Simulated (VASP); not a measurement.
# ZrC (Fm-3m) in VASP: a series of runs

The runs below take ZrC through relaxation of cell and atoms, with PBEsol, RPBE.

All numbers are computed with VASP 6.6.1; they aren't measurements. Logs are shortened: lines on timing, memory, paths and dates and some standing lists are left out, and cuts for length are marked.

## (1) The structure

It takes space group Fm-3m (No. 225, cubic). The conventional cell has a = 4.700 Å, b = 4.700 Å, c = 4.700 Å, α = 90.00°, β = 90.00°, γ = 90.00°. Zr (site symmetry m-3m) is surrounded by 6 C at 2.35 Å. C (site symmetry m-3m) has 6 Zr at 2.35 Å as nearest neighbours.

## (2) Relaxation of cell and atoms, PBEsol

INCAR

```
PREC = Accurate ; ENCUT = 580
EDIFF = 1E-7 ; ISMEAR = 0
SIGMA = 0.1 ; LREAL = F
LASPH = T ; NELM = 80
ALGO = Normal ; ISIF = 3
LWAVE = F ; LCHARG = F
GGA = PS ; IBRION = 2
NSW = 90 ; EDIFFG = -0.005
```

KPOINTS

```
Automatic mesh
0
Gamma
  16 16 16
```

POSCAR

```
ZrC
1.0
    0.0000000000      2.3502110000      2.3502110000
    2.3502110000      0.0000000000      2.3502110000
    2.3502110000      2.3502110000      0.0000000000
Zr C
1 1
Direct
    0.5000000000      0.5000000000      0.5000000000
    0.0000000000      0.0000000000      0.0000000000
```

Potentials or basis: VASP PAW PBE potentials, release 64 (Zr_sv, C).

Command:

```sh
cat potpaw_PBE.64/Zr_sv/POTCAR potpaw_PBE.64/C/POTCAR > POTCAR
mpirun -np 1 vasp_std > vasp.out
```

OUTCAR:

```text
PREC = Accurate
   ENCUT = 580
   EDIFF = 1E-7
   ISMEAR = 0
   LREAL = F
   LASPH = T
   NELM = 80
   ISIF = 3
   GGA = PS
   IBRION = 2
   NSW = 90
   EDIFFG = -0.005

 ion  position               nearest neighbor table
   1  0.500  0.500  0.500-   2 2.35   2 2.35   2 2.35   2 2.35   2 2.35   2 2.35
   2  0.000  0.000  0.000-   1 2.35   1 2.35   1 2.35   1 2.35   1 2.35   1 2.35

  LATTYP: Found a face centered cubic cell.
 ALAT       =     4.7004220000

  Lattice vectors:

 A1 = (   0.0000000000,   2.3502110000,   2.3502110000)
 A2 = (   2.3502110000,   0.0000000000,   2.3502110000)
 A3 = (   2.3502110000,   2.3502110000,   0.0000000000)

Analysis of symmetry for initial positions (statically):
=====================================================================
 Subroutine PRICEL returns:
 Original cell was already a primitive cell.

 Routine SETGRP: Setting up the symmetry group for a
 face centered cubic supercell.

 Subroutine GETGRP returns: Found 48 space group operations
 (whereof 48 operations were pure point group operations)
 out of a pool of 48 trial point group operations.

The static configuration has the point symmetry O_h .

Analysis of symmetry for dynamics (positions and initial velocities):
=====================================================================
 Subroutine PRICEL returns:
 Original cell was already a primitive cell.

 Routine SETGRP: Setting up the symmetry group for a
 face centered cubic supercell.

 Subroutine GETGRP returns: Found 48 space group operations
 (whereof 48 operations were pure point group operations)
 out of a pool of 48 trial point group operations.

The dynamic configuration has the point symmetry O_h .

 Subroutine INISYM returns: Found 48 space group operations
 (whereof 48 operations are pure point group operations),
 and found     1 'primitive' translations

----------------------------------------------------------------------------------------

                                     Primitive cell

  volume of cell :      25.9627

  direct lattice vectors                    reciprocal lattice vectors
     0.000000000  2.350211000  2.350211000    -0.212746855  0.212746855  0.212746855
     2.350211000  0.000000000  2.350211000     0.212746855 -0.212746855  0.212746855
     2.350211000  2.350211000  0.000000000     0.212746855  0.212746855 -0.212746855

  length of vectors
     3.323700271  3.323700271  3.323700271     0.368488363  0.368488363  0.368488363

  position of ions in fractional coordinates (direct lattice)
     0.500000000  0.500000000  0.500000000
     0.000000000  0.000000000  0.000000000

  ion indices of the primitive-cell ions
   primitive index   ion index
                 1           1
                 2           2

----------------------------------------------------------------------------------------

 KPOINTS: Automatic mesh

Automatic generation of k-mesh.
 Grid dimensions read from file:
 generate k-points for:   16   16   16

 Generating k-lattice:

  Cartesian coordinates                     Fractional coordinates (reciprocal lattice)
    -0.013296678  0.013296678  0.013296678     0.062500000  0.000000000  0.000000000
     0.013296678 -0.013296678  0.013296678     0.000000000  0.062500000  0.000000000
     0.013296678  0.013296678 -0.013296678     0.000000000  0.000000000  0.062500000

  Length of vectors
     0.023030523  0.023030523  0.023030523

  Shift w.r.t. Gamma in fractional coordinates (k-lattice)
     0.000000000  0.000000000  0.000000000

 Subroutine IBZKPT returns following result:
 ===========================================

 Found    145 irreducible k-points:

 Following reciprocal coordinates:
            Coordinates               Weight
  0.000000  0.000000  0.000000      1.000000
  0.062500  0.000000  0.000000      8.000000
  0.125000  0.000000  0.000000      8.000000
  0.187500  0.000000  0.000000      8.000000
  0.250000  0.000000  0.000000      8.000000
  0.312500  0.000000  0.000000      8.000000
[... 16 lines left out ...]
 -0.125000  0.062500  0.000000     24.000000
 -0.062500  0.062500  0.000000     12.000000
 [... further k-points ...]
   k-points           NKPTS =    145   k-points in BZ     NKDIM =    145   number of bands    NBANDS=     12
   number of dos      NEDOS =    301   number of ions     NIONS =      2
   total plane-waves  NPLWV =  21952
   dimension x,y,z NGX =    28 NGY =   28 NGZ =   28
   dimension x,y,z NGXF=    56 NGYF=   56 NGZF=   56
   ions per type =               1   1
   NGX,Y,Z   is equivalent  to a cutoff of  14.01, 14.01, 14.01 a.u.
   NGXF,Y,Z  is equivalent  to a cutoff of  28.01, 28.01, 28.01 a.u.
 SYSTEM =  unknown system
   PREC   = accura    normal or accurate (medium, high low for compatibility)
   ISTART =      0    job   : 0-new  1-cont  2-samecut
   ICHARG =      2    charge: 1-file 2-atom 10-const
   ISPIN  =      1    spin polarized calculation?
   LNONCOLLINEAR =      F non collinear calculations
   LSORBIT =      F    spin-orbit coupling
   LASPH  =      T    aspherical Exc in radial PAW
   ENCUT  =  580.0 eV  42.63 Ry    6.53 a.u.   6.53  6.53  6.53*2*pi/ulx,y,z
   NELM   =     80;   NELMIN=  2; NELMDL= -5     # of ELM steps
   EDIFF  = 0.1E-06   stopping-criterion for ELM
   LREAL  =      F    real-space projection
   EDIFFG = -.5E-02   stopping-criterion for IOM
   NSW    =     90    number of steps for IOM
   IBRION =      2    ionic relax: 0-MD 1-quasi-New 2-CG
   NFREE  =      1    steps in history (QN), initial steepest desc. (CG)
   ISIF   =      3    stress and relaxation
   ISYM   =      2    0-nonsym 1-usesym 2-fastsym
   POTIM  = 0.5000    time-step for ionic-motion
   TEBEG  =    0.0;   TEEND  =   0.0 temperature during run
   PSTRESS=    0.0 pullay stress
   NELECT =      16.0000    total number of electrons
   NUPDOWN=      -1.0000    fix difference up-down
   EMIN   =  10.00;   EMAX   =-10.00  energy-range for DOS
   EFERMI =   0.00;   METHOD = LEGACY
   ISMEAR =     0;   SIGMA  =   0.10  broadening in eV -4-tet -1-fermi 0-gaus
   EFERMI_NEDOS =   21; number of points for ismear=-14 and -15
   IALGO  =     38    algorithm
   IMIX   =      4    mixing-type and parameters
     AMIX     =   0.40;   BMIX     =  1.00
     AMIX_MAG =   1.60;   BMIX_MAG =  1.00
  volume/ion in A,a.u.               =      12.98        87.60
  Fermi-wavevector in a.u.,A,eV,Ry     =   1.393150  2.632672 26.407109  1.940868
  Thomas-Fermi vector in A             =   2.516824
   LORBIT       =      0    0 simple, 1 ext, 2 COOP (PROOUT), +10 PAW based schemes
   GGA     = PS    functional components
   LHFCALC =     F    Hartree Fock is set to
   AEXX    =    0.0000 exact exchange contribution
   IVDW    =     0    specifies the selected vdW correction
   LEPSILON=     F    determine dielectric tensor
   LRPA    =     F    only Hartree local field effects (RPA)
 conjugate gradient relaxation of ions
 non-spin polarized calculation
 Gauss-broadening in eV      SIGMA  =   0.10
  energy-cutoff  :      580.00
  volume of cell :       25.96
 maximum number of plane-waves:       869
 NGX is ok and might be reduce to    28
   NGX = 13   NGY = 13   NGZ = 13

--------------------------------------- Ionic step        1  -------------------------------------------

 number of electron      16.0000000 magnetization

 Free energy of the ion-electron system (eV)
  ---------------------------------------------------
  ext. energy  EPLUGINS =         0.00000000
  ---------------------------------------------------
  free energy    TOTEN  =       -20.56791402 eV

  energy without entropy =      -20.56604788  energy(sigma->0) =      -20.56698095

------------------------ aborting loop because EDIFF is reached ----------------------------------------

  FORCE on cell =-STRESS in cart. coord.  units (eV):
  Direction    XX          YY          ZZ          XY          YZ          ZX
  --------------------------------------------------------------------------------------
  -------------------------------------------------------------------------------------
  Total       -0.6954914     -0.6954914     -0.6954914      0.0000000      0.0000000     -0.0000000
  in kB      -42.9192148    -42.9192148    -42.9192148      0.0000000      0.0000000     -0.0000000
  external PRESSURE =     -42.9192148 kB  Pullay stress =       0.0000000 kB
[... 21 lines left out ...]
  energy  without entropy=      -20.5660478803  energy(sigma->0) =      -20.56698095

--------------------------------------- Ionic step        2  -------------------------------------------

 number of electron      16.0000000 magnetization

 E-fermi :  10.0730     XC(G=0): -12.5318

 val. band max:       10.0514693856   @ k =   0.3750   0.3125   0.0000
 cond. band min:      10.1433478184   @ k =   0.4375   0.4375   0.0000
 fundamental gap:      0.0918784328
 Fermi energy:        10.0730144605

 k-point     1 :       0.0000    0.0000    0.0000
  band No.  band energies     occupation
      1     -37.6948      2.00000
      2     -15.3982      2.00000
      3     -15.3982      2.00000
      4     -15.3982      2.00000
      5      -1.3690      2.00000
      6      11.0506      0.00000
      7      11.0506      0.00000
      8      11.0506      0.00000
      9      11.1578      0.00000
     10      11.1578      0.00000
     11      11.1578      0.00000
     12      13.0394      0.00000
[... 378 lines left out ...]
  energy  without entropy=      -20.5536189243  energy(sigma->0) =      -20.55440387

--------------------------------------- Ionic step        3  -------------------------------------------

 number of electron      16.0000000 magnetization

 Free energy of the ion-electron system (eV)
  ---------------------------------------------------
  ext. energy  EPLUGINS =         0.00000000
  ---------------------------------------------------
  free energy    TOTEN  =       -20.57455006 eV

  energy without entropy =      -20.57279616  energy(sigma->0) =      -20.57367311

 E-fermi :   9.6933     XC(G=0): -12.3726

 val. band max:        9.6673360654   @ k =   0.3750   0.3125   0.0000
 cond. band min:       9.7324588782   @ k =   0.4375   0.4375   0.0000
 fundamental gap:      0.0651228128
 Fermi energy:         9.6932710355

 k-point     1 :       0.0000    0.0000    0.0000
  band No.  band energies     occupation
      1     -38.1922      2.00000
      2     -15.9208      2.00000
      3     -15.9208      2.00000
      4     -15.9208      2.00000
      5      -1.6379      2.00000
      6      10.6654      0.00000
      7      10.6654      0.00000
      8      10.6654      0.00000
      9      10.7727      0.00000
     10      10.7727      0.00000
     11      10.7727      0.00000
     12      12.5696      0.00000
[... 374 lines left out ...]
  FREE ENERGIE OF THE ION-ELECTRON SYSTEM (eV)
  ---------------------------------------------------
  free  energy   TOTEN  =       -20.5745500615 eV

  energy  without entropy=      -20.5727961649  energy(sigma->0) =      -20.57367311

 reached required accuracy - stopping structural energy minimisation
```

It took 82 s on 1 thread of Intel Xeon Platinum 8559C (Emerald Rapids), shared host; peak memory 0.21 GiB.

Results:

| Item | Value |
| --- | --- |
| Free energy | -20.5746 eV |
| Relaxed volume | 12.74 Å³/atom |
| Relaxed cell | a = 3.303 Å, b = 3.303 Å, c = 3.303 Å, α = 60.00°, β = 60.00°, γ = 60.00° |
| Space group after relaxing (to 0.05 Å) | Fm-3m (No. 225) |
| Energy gained by relaxing | 3.3 meV/atom |
| Ionic steps | 3 |
| Pressure after relaxing | 0.0 GPa |
| Band gap on the k mesh | none (metal or under the smearing width) |

Step by step:
```csv
step,energy change (eV),largest force (eV/Å),pressure (GPa),volume (Å³)
1,0.0000,0.0000,-4.29,25.96
2,0.0127,0.0000,7.99,24.68
3,-0.0066,0.0000,-0.04,25.48
```

Final structure:
```cif
data_structure
_symmetry_space_group_name_H-M 'P 1'
_symmetry_Int_Tables_number 1
_cell_length_a 3.3030
_cell_length_b 3.3030
_cell_length_c 3.3030
_cell_angle_alpha 60.000
_cell_angle_beta 60.000
_cell_angle_gamma 60.000
_cell_volume 25.48
loop_
_atom_site_label
_atom_site_type_symbol
_atom_site_fract_x
_atom_site_fract_y
_atom_site_fract_z
_atom_site_occupancy
Zr1 Zr 0.50000 0.50000 0.50000 1
C1 C 0.00000 0.00000 0.00000 1
```

Caveat: the PAW data sets were made with another functional, which shifts forces and pressure a little.

## (3) Relaxation of cell and atoms, PBEsol

Edit INCAR of step 2 so:

```diff
@@ -1,2 +1,2 @@
-PREC = Accurate ; ENCUT = 580
+PREC = Accurate ; ENCUT = 480
 EDIFF = 1E-7 ; ISMEAR = 0
```

KPOINTS is that of step 2.

POSCAR is that of step 2.

Potentials or basis: VASP PAW PBE potentials, release 64 (Zr_sv, C_s).

Command:

```sh
cat potpaw_PBE.64/Zr_sv/POTCAR potpaw_PBE.64/C_s/POTCAR > POTCAR
mpirun -np 1 vasp_std > vasp.out
```

Run time: 46 s. Hardware: 1 thread of Intel Xeon Platinum 8559C (Emerald Rapids), shared host; peak memory 0.17 GiB.

Results (log left out):

```yaml
Free_energy: -20.5755 eV
Relaxed_volume: 12.74 Å³/atom
Relaxed_cell: a = 3.303 Å, b = 3.303 Å, c = 3.303 Å, α = 60.00°, β = 60.00°, γ = 60.00°
Space_group_after_relaxing_to_0.05_Å: Fm-3m (No. 225)
Energy_gained_by_relaxing: 3.3 meV/atom
Ionic_steps: 3
Pressure_after_relaxing: 0.0 GPa
Band_gap_on_the_k_mesh: none (metal or under the smearing width)
```

The path:
| step | energy change (eV) | largest force (eV/Å) | pressure (GPa) | volume (Å³) |
| --- | --- | --- | --- | --- |
| 1 | 0.0000 | 0.0000 | -4.27 | 25.96 |
| 2 | 0.0126 | 0.0000 | 7.95 | 24.68 |
| 3 | -0.0066 | 0.0000 | -0.04 | 25.48 |

Final structure:
```
Zr C
1.0
     0.00000    2.33563    2.33563
     2.33563    0.00000    2.33563
     2.33563    2.33563    0.00000
Zr C
1 1
Direct
  0.50000 0.50000 0.50000
  0.00000 0.00000 0.00000
```

Levels at points of the mesh, in eV from the Fermi level:
```
           k point  band 4  band 5  band 6  band 7  band 8  band 9  band 10  band 11  band 12
(0.00, 0.00, 0.00)  -25.61  -11.33    0.97    0.97    0.97    1.08     1.08     1.08     2.88
(0.50, 0.00, 0.00)  -25.70   -8.11   -5.39   -2.99   -2.99    4.62     4.62     5.47     6.58
(0.50, 0.50, 0.00)  -25.92  -10.16   -2.02   -1.86    0.10    0.10     4.59     5.83     5.83
```

Caveat: the PAW data sets were made with another functional, which shifts forces and pressure a little.

## (4) Relaxation of cell and atoms, RPBE

INCAR

```
PREC = Accurate ; ENCUT = 600
EDIFF = 1E-7 ; ISMEAR = 0
SIGMA = 0.1 ; LREAL = F
LASPH = T ; NELM = 80
ALGO = Normal ; ISIF = 3
LWAVE = F ; LCHARG = F
GGA = RP ; IBRION = 2
NSW = 90 ; EDIFFG = -0.005
```

KPOINTS is that of step 3.

POSCAR is that of step 3.

Potentials or basis: VASP PAW PBE potentials, release 64 (Zr_sv, C).

Command:

```sh
cat potpaw_PBE.64/Zr_sv/POTCAR potpaw_PBE.64/C/POTCAR > POTCAR
mpirun -np 1 vasp_std > vasp.out
```

Wall time 100 s (1 thread of Intel Xeon Platinum 8559C (Emerald Rapids), shared host); peak memory 0.21 GiB.

Results (log left out):

| Item | Value |
| --- | --- |
| Free energy | -18.5584 eV |
| Relaxed volume | 13.26 Å³/atom |
| Relaxed cell | a = 3.347 Å, b = 3.347 Å, c = 3.347 Å, α = 60.00°, β = 60.00°, γ = 60.00° |
| Space group after relaxing (to 0.05 Å) | Fm-3m (No. 225) |
| Energy gained by relaxing | 3.8 meV/atom |
| Ionic steps | 3 |
| Pressure after relaxing | 0.0 GPa |
| Band gap on the k mesh | none (metal or under the smearing width) |

The path:
```
step  energy change (eV)  largest force (eV/Å)  pressure (GPa)  volume (Å³)
   1              0.0000                0.0000            4.61        25.96
   2              0.0108                0.0000           -6.51        27.39
   3             -0.0077                0.0000           -0.03        26.51
```

Final structure:
```
CELL_PARAMETERS angstrom
0.00000 2.36667 2.36667
2.36667 0.00000 2.36667
2.36667 2.36667 0.00000
ATOMIC_POSITIONS crystal
Zr 0.50000 0.50000 0.50000
C 0.00000 0.00000 0.00000
```

Levels at points of the mesh, in eV from the Fermi level:
```csv
k point,band 6,band 7,band 8,band 9,band 10,band 11
"(0.00, 0.00, 0.00)",0.94,0.94,0.94,1.11,1.11,1.11
"(0.50, 0.00, 0.00)",-5.20,-2.86,-2.86,4.40,4.40,5.22
"(0.50, 0.50, 0.00)",-2.10,-1.67,0.04,0.04,4.33,5.52
```

Caveat: the PAW data sets were made with another functional, which shifts forces and pressure a little.

## (5) Summary

| level | potentials or basis | cutoff (eV) | gap on the mesh (eV) | pressure (GPa) | relaxed volume (Å³/atom) |
| --- | --- | --- | --- | --- | --- |
| PBEsol | VASP PAW PBE potentials, release 64 (Zr_sv, C) | 580 | none | 0.0 | 12.74 |
| PBEsol | VASP PAW PBE potentials, release 64 (Zr_sv, C_s) | 480 | none | 0.0 | 12.74 |
| RPBE | VASP PAW PBE potentials, release 64 (Zr_sv, C) | 600 | none | 0.0 | 13.26 |

Alike in all rows: task relaxation of cell and atoms; no spin polarisation; cell relaxed; k mesh 16 × 16 × 16; smearing gaussian 0.1 eV.

Caveats: the PAW data sets were made with another functional, which shifts forces and pressure a little.

Absolute energies hang on the potentials; compare differences alone.
